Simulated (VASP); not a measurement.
Crystal: CdSe.

```
CELL_PARAMETERS angstrom
0.00000 3.07027 3.07027
3.07027 0.00000 3.07027
3.07027 3.07027 0.00000
ATOMIC_POSITIONS crystal
Cd 0.00000 0.00000 0.00000
Se 0.75000 0.75000 0.75000
```

Measurements of this composition are mostly on another form, of space group No. 186.

| Property | Result |
| --- | --- |
| Program | VASP 6.6.1 |
| Task | relaxation of cell and atoms |
| Functional | PBEsol |
| Potentials or basis | VASP PAW PBE potentials, release 64 (Cd, Se) |
| Cutoff | 600 eV |
| k mesh | 8 × 8 × 8 |
| Occupations | gaussian, width 0.03 eV |
| Spin | no spin polarisation |

At the start: pressure -1.1 GPa; volume 28.94 Å³/atom.

Question: Where does the relaxation end?

Answer: Over 3 steps the energy falls by 2.5 meV/atom and the volume is 28.27 Å³/atom (-2.3 %); space group F-43m (No. 216, to 0.05 Å).

The path:
| step | energy change (eV) | largest force (eV/Å) | pressure (GPa) | volume (Å³) |
| --- | --- | --- | --- | --- |
| 1 | 0.0000 | 0.0000 | -1.15 | 57.88 |
| 2 | -0.0045 | 0.0000 | 0.33 | 56.16 |
| 3 | -0.0049 | 0.0000 | 0.02 | 56.53 |

Final structure:
```
Cd Se
1.0
     0.00000    3.04621    3.04621
     3.04621    0.00000    3.04621
     3.04621    3.04621    0.00000
Cd Se
1 1
Cartesian
  0.0000 0.0000 0.0000
  4.5693 4.5693 4.5693
```

Caveat: the PAW data sets were made with another functional, which shifts forces and pressure a little.
